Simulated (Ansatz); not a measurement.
# ZnS: the cost of one run

Method: DFT PBE, scalar-relativistic, plane waves, PAW, in Ansatz 0.2.0.

1 further run of the same task is left out (it didn't finish).

### Step 1. The structure to begin with

The structure is hexagonal, space group P6_3mc (No. 186). The conventional cell has a = 3.811 Å, b = 3.811 Å, c = 6.234 Å, α = 90.00°, β = 90.00°, γ = 120.00°. Around Zn (site symmetry 3m) lie 4 S at 2.31 to 2.40 Å. S (site symmetry 3m) is surrounded by 4 Zn at 2.31 to 2.40 Å.

As a file:

```cif
data_structure
_symmetry_space_group_name_H-M 'P6_3mc'
_symmetry_Int_Tables_number 186
_cell_length_a 3.8110
_cell_length_b 3.8110
_cell_length_c 6.2340
_cell_angle_alpha 90.000
_cell_angle_beta 90.000
_cell_angle_gamma 120.000
_cell_volume 78.41
loop_
_atom_site_label
_atom_site_type_symbol
_atom_site_symmetry_multiplicity
_atom_site_Wyckoff_symbol
_atom_site_fract_x
_atom_site_fract_y
_atom_site_fract_z
_atom_site_occupancy
Zn1 Zn 2 b 0.33333 0.66667 0.00000 1
S1 S 2 b 0.33333 0.66667 0.38500 1
```

The cell is taken as given, not relaxed at this level.

### Step 2. The reference cell

Reference values: F = -8445.4207 eV; pressure 2.33 GPa; largest force 0.319 eV/Å; gap on the mesh 2.25 eV. It was computed beforehand with the settings of the runs below.

### Step 3. Next: random displacements

All atoms are moved at random with no net shift, in some cells together with a random strain.

### Step 4. At rms move = 0.032 Å

Input file input.yaml:

```yaml
crystal:
  lattice:
    - [3.6348887959, -0.2111738029, -0.0965741314]
    - [-2.0003262759, 3.3122190801, -0.0625544781]
    - [-0.1579751581, -0.2093629949, 6.4825729705]
  atoms:
    - { symbol: Zn, position: [0.3285634672, 0.6631218114, -0.0016305061] }
    - { symbol: Zn, position: [0.6602480458, 0.3262685226, 0.5004242987] }
    - { symbol: S, position: [0.3365393215, 0.6791303832, 0.3867449885] }
    - { symbol: S, position: [0.6746491655, 0.3314792828, 0.8844612189] }
basis:
  ecutwfc: 420
kpoints:
  mp_grid: { grid: [12, 12, 6] }
hamiltonian:
  xc: pbe
scf:
  occupations: { method: gaussian, width: 0.05 }
output:
  forces: true
  stress: true
  eigenvalues: true
```

Run with:

```sh
$ ansatz run input.yaml --threads 2 --pin off --max-ram 5120MiB --backend cpu --events-out ev --progress --plain --runs-dir out
```

Q: Estimate wall time and peak memory on 2 threads of Intel Xeon 6975P-C (Granite Rapids), shared host.

About 17 s, with a peak of 0.82 GiB.
